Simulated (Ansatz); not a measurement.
# AlCo: response to uniaxial strain along a

The task here is to estimate one member of a computed series from the others.

Method: DFT PBE, scalar-relativistic, plane waves, PAW, in Ansatz 0.2.0.

2 further runs of the same task are left out: 2 set aside as unsound or not needed.

### The system as given

It takes space group Pm-3m (No. 221, cubic). The conventional cell has a = 2.852 Å, b = 2.852 Å, c = 2.852 Å, α = 90.00°, β = 90.00°, γ = 90.00°. Al (site symmetry m-3m) is surrounded by 8 Co at 2.47 Å. Around Co (site symmetry m-3m) lie 8 Al at 2.47 Å.

As a file:

```xyz
2
Lattice="2.8519 0.0000 0.0000 0.0000 2.8519 0.0000 0.0000 0.0000 2.8519" Properties=species:S:1:pos:R:3 pbc="T T T"
Al    0.0000    0.0000    0.0000
Co    1.4260    1.4260    1.4260
```

It goes back to an entry of the Materials Project.

It is the result of an earlier relaxation at this level (volume 11.60 Å³/atom; gap on the mesh: none (metal)).

The unstrained cell comes from an earlier run at this level (2 atoms, E(σ→0) -5664.8389 eV, gap none (metal)).

The first run:

The input, input.yaml:

```yaml
crystal:
  lattice:
    - [2.8233833853, 0.0, 0.0]
    - [0.0, 2.8590321655, 0.0]
    - [0.0, 0.0, 2.8590321655]
  atoms:
    - { symbol: Al, position: [0.0, 0.0, 0.0] }
    - { symbol: Co, position: [0.5, 0.5, 0.5] }
basis:
  ecutwfc: 420
kpoints:
  mp_grid: { grid: [18, 18, 18] }
hamiltonian:
  xc: pbe
scf:
  occupations: { method: gaussian, width: 0.1 }
output:
  forces: true
  stress: true
  eigenvalues: true
relax:
  adjacent_minimum: "off"
  f_tol: 0.008
  max_steps: 40
  cell: { stress_tol: 0.015, fix: [a, angles] }
```

The run is started by

```
> ansatz run input.yaml --threads 1 --pin off --max-ram 2560MiB --backend cpu --events-out ev --progress --plain --runs-dir out
```

Among the steps run: At -1.0 %; At +1.0 %; The cell strained by -2.0 %; At +2.0 %; The cell strained by -3.0 %; Strain +3.0 %.

One of the session's tables, all rows but one given; the rest of the session is left out.

Lengths are those of the vectors of the cell that was run; stresses in GPa:

| strain (%) | ΔE (meV/atom) | a (Å) | b (Å) | c (Å) |
| --- | --- | --- | --- | --- |
| -3.0 | 8.7 | 2.766 | 2.876 | 2.876 |
| -2.0 | 3.7 | 2.795 | 2.868 | 2.868 |
| -1.0 | 0.9 | 2.823 | 2.860 | 2.860 |
| +0.0 | 0.0 | 2.852 | 2.852 | 2.852 |
| +1.0 | 0.9 | 2.880 | 2.843 | 2.843 |
| +2.0 | ? | ? | ? | ? |
| +3.0 | 6.5 | 2.937 | 2.825 | 2.825 |

Q: Estimate the row for strain (%) = +2.0 from the others.

Worked estimate for «ΔE (meV/atom)». A straight line through the neighbours (1.0, 0.9) and (3.0, 6.5) gives 0.9 + (6.5 − 0.9) × (2.0 − 1.0) / (3.0 − 1.0) = 3.7; a parabola fitted to 3 rows on both sides gives 3.1.

As computed: ΔE (meV/atom): 3.2; a (Å): 2.909; b (Å): 2.834; c (Å): 2.834. In «ΔE (meV/atom)» the line misses by +0.5 and the parabola by -0.1.

ΔE is over the unstrained cell. Stress in GPa, positive in compression, on the Cartesian axes of the input. 

To keep in mind: Spin polarisation is off in the runs that give these values; a magnetic solution could lie lower. Warnings in the runs' records: seeded moment not kept.
